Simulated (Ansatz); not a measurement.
SnSe under changes of volume

One of the cells (50.458 Å³/atom); the others are scaled copies at fixed shape and fractional positions:

```
Sn Se
1.0
     4.28533    0.00000    0.00000
     0.00000    4.28533    0.00000
     0.00000    0.00000   10.99069
Sn Se
2 2
Direct
  0.00000 0.50000 0.62777
  0.50000 0.00000 0.37223
  0.00000 0.50000 0.38396
  0.50000 0.00000 0.61604
```

```yaml
Program: Ansatz 0.2.0
Functional: PBE
Potentials_or_basis: Ansatz PAW
Cutoff: "420 eV (not typed: the program's choice for these potentials)"
k_mesh: 6 × 6 × 3
Occupations: fermi-dirac, width 0.05 eV
Spin: no spin polarisation
```

| volume (Å³/atom) | energy over the lowest point (meV/atom) | gap on the mesh (eV) | largest force (eV/Å) |
| --- | --- | --- | --- |
| 47.431 | 31.24 | 1.41 | 0.630 |
| 48.440 | ? | ? | ? |
| 49.449 | 7.82 | 1.50 | 0.367 |
| 50.458 | 2.17 | 1.53 | 0.250 |
| 51.468 | 0.00 | 1.55 | 0.143 |
| 52.477 | 0.99 | 1.56 | 0.119 |
| 53.486 | 4.82 | 1.58 | 0.236 |

Question: What does the run at 48.440 Å³/atom give?

Answer: Energy over the lowest point 17.38 meV/atom; gap on the mesh 1.46 eV; largest force 0.493 eV/Å.

Worked out: A Birch-Murnaghan fit of order 3 (a polynomial in V^(-2/3)) to the other rows has its minimum at 51.64 Å³/atom with B0 = V·E''(V) = 25 GPa and B' = 4.4 at fixed shape and positions, which overstates the stiffness. It gives 17.37 meV/atom at 48.440 Å³/atom, against the run's 17.38. A parabola through the other rows of the gap, of slope 2.06 eV per unit of ln V there, gives 1.46 eV, against the run's 1.46.

Energies are extrapolated to zero smearing.

Caveats: odd divisions of the mesh miss points on the zone boundary, where band edges often lie, so the gap on the mesh can be too wide; spin-orbit coupling is left out, which moves the levels of the heavy elements.

A mesh can miss the band edges.
